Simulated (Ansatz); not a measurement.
## KI: frozen-core PAW against all-electron methods

```xyz
2
Lattice="0.0000 3.5246 3.5246 3.5246 0.0000 3.5246 3.5246 3.5246 0.0000" Properties=species:S:1:pos:R:3 pbc="T T T"
K     0.0000    0.0000    0.0000
I     3.5246    3.5246    3.5246
```

Atom numbers follow the list: K1, I2.

Conventional cell: a = 7.049 Å, b = 7.049 Å, c = 7.049 Å, α = 90.00°, β = 90.00°, γ = 90.00°. K (atom 1) is surrounded by 6 I at 3.52 Å. Around I (atom 2) lie 6 K at 3.52 Å.

The cell is COD entry 9009735, as deposited and not checked against the literature; nothing was relaxed.

No spin–orbit coupling, which matters for the heavy atoms here.

Methods: DFT, PBEsol, PAW with Ansatz's default frozen-core files, scalar-relativistic (Ansatz 0.2.0); DFT, PBEsol, all-electron PAW with datasets made for the crystal, scalar-relativistic (Ansatz 0.2.0); DFT, PBEsol, all-electron LAPW, scalar-relativistic (Ansatz 0.2.0).

For PAW: a Γ-centred 8×8×8 k mesh, Fermi–Dirac smearing of 0.01 eV, cutoff 420 eV, no spin polarisation; the PAW files were made with PBE, and the program remakes their frozen cores for this functional. The crystal-made all-electron datasets (AE datasets) take a cutoff of 200 eV at this cell. LAPW targets a basis error of 1 meV/atom. The Ansatz runs share mesh, smearing and spin set-up. Plane-wave (PAW) pressures include the program's estimate of the Pulay term.

Stress and pressure are positive in compression.

Levels count from the top of the valence band.

```
                      quantity     PAW  AE datasets    LAPW
                pressure (GPa)   -0.21        -0.21   -0.21
                 band gap (eV)   3.833        3.833   3.832
highest filled level at X (eV)  -0.376       -0.376  -0.376
  lowest empty level at X (eV)   4.825        4.824   4.824
highest filled level at Γ (eV)   0.000        0.000   0.000
  lowest empty level at Γ (eV)   3.833        3.833   3.832
```

PAW's pressure differs from the LAPW value by about 0.01 GPa or less.
